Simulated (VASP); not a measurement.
Output of a VASP run:

File OSZICAR:
```
       N       E                     dE             d eps       ncg     rms          rms(c)
DAV:   1     0.189929045843E+03    0.18993E+03   -0.14711E+04   640   0.156E+03
DAV:   2    -0.282273294106E+02   -0.21816E+03   -0.21447E+03   832   0.390E+02
DAV:   3    -0.355305614687E+02   -0.73032E+01   -0.72977E+01   968   0.742E+01
DAV:   4    -0.357512310144E+02   -0.22067E+00   -0.22065E+00   888   0.931E+00
DAV:   5    -0.357539541083E+02   -0.27231E-02   -0.27231E-02   888   0.873E-01    0.259E+01
DAV:   6    -0.300489411401E+02    0.57050E+01   -0.32714E+01   696   0.448E+01    0.109E+01
DAV:   7    -0.299673727463E+02    0.81568E-01   -0.12916E+00   856   0.950E+00    0.663E+00
DAV:   8    -0.299244262200E+02    0.42947E-01   -0.16644E-01   872   0.424E+00    0.437E-01
DAV:   9    -0.299242987291E+02    0.12749E-03   -0.14910E-02   832   0.901E-01    0.320E-01
DAV:  10    -0.299247918188E+02   -0.49309E-03   -0.43120E-03   752   0.670E-01    0.133E-01
DAV:  11    -0.299247895571E+02    0.22617E-05   -0.12531E-03   776   0.306E-01    0.124E-01
DAV:  12    -0.299247435353E+02    0.46022E-04   -0.25087E-04   800   0.127E-01    0.380E-03
DAV:  13    -0.299247442801E+02   -0.74472E-06   -0.56614E-06   760   0.202E-02
   1 F= -.29924744E+02 E0= -.29924744E+02  d E =-.299247E+02
```

### OUTCAR
```
------------------------ aborting loop because EDIFF is reached ----------------------------------------
  FORCE on cell =-STRESS in cart. coord.  units (eV):
  Direction    XX          YY          ZZ          XY          YZ          ZX
  --------------------------------------------------------------------------------------
  Total        0.0051285      0.0051285      0.0051285      0.0000000      0.0000000      0.0000000
  in kB        0.2526272      0.2526272      0.2526272      0.0000000      0.0000000      0.0000000
  external PRESSURE =       0.2526272 kB  Pullay stress =       0.0000000 kB
  volume of cell :       32.52
      direct lattice vectors                 reciprocal lattice vectors
     0.000000000  2.533546506  2.533546506    -0.197351814  0.197351814  0.197351814
     2.533546506  0.000000000  2.533546506     0.197351814 -0.197351814  0.197351814
     2.533546506  2.533546506  0.000000000     0.197351814  0.197351814 -0.197351814
 POSITION                                       TOTAL-FORCE (eV/Angst)
 -----------------------------------------------------------------------------------
      0.00000      0.00000      0.00000         0.000000      0.000000     -0.000000
      1.26677      1.26677      1.26677        -0.000000     -0.000000      0.000000
      3.80032      3.80032      3.80032         0.000000      0.000000     -0.000000
 -----------------------------------------------------------------------------------
    total drift:                                0.000000      0.000000      0.000000
  FREE ENERGIE OF THE ION-ELECTRON SYSTEM (eV)
  ---------------------------------------------------
  free  energy   TOTEN  =       -29.9247442801 eV

  energy  without entropy=      -29.9247442801  energy(sigma->0) =      -29.92474428

 reached required accuracy - stopping structural energy minimisation
```
(Selected blocks of OUTCAR.)

File POSCAR:
```
ZrO2
1
   -0.0000000000     2.5335465063     2.5335465063
    2.5335465063    -0.0000000000     2.5335465063
    2.5335465063     2.5335465063     0.0000000000
Zr O
1 2
Direct
  0.0000000000   0.0000000000   0.0000000000
  0.2500000000   0.2500000000   0.2500000000
  0.7500000000   0.7500000000   0.7500000000
```

Q: Write an INCAR and KPOINTS that could have produced this output.

A: This is not unique; one that fits is the input of the run itself, PBEsol GGA, plane waves, VASP's PBE PAW potentials (set 64).

**INCAR**
```
SYSTEM  =  ZrO2
PREC  =  Accurate; ENCUT  =  530; LREAL  =  F
LASPH  =  T
EDIFF  =  1E-6; NELM  =  100; ALGO  =  Normal
LMAXMIX  =  4
ISMEAR  =  0; SIGMA  =  0.05
GGA  =  PS
IBRION  =  2; NSW  =  60; ISIF  =  3
EDIFFG  =  -0.02
LWAVE  =  F; LCHARG  =  F
```

File KPOINTS:
```
kpoints
0
Gamma
 7 7 7
0 0 0
```

POTCAR, in this order: Zr_sv O (PBE.64 set). Program: vasp_std.

The compound is ZrO2 in the fluorite structure, the high-temperature cubic form, which is unstable at 0 K; the monoclinic form is the stable one. It was relaxed first. The start is the result of an earlier pass.
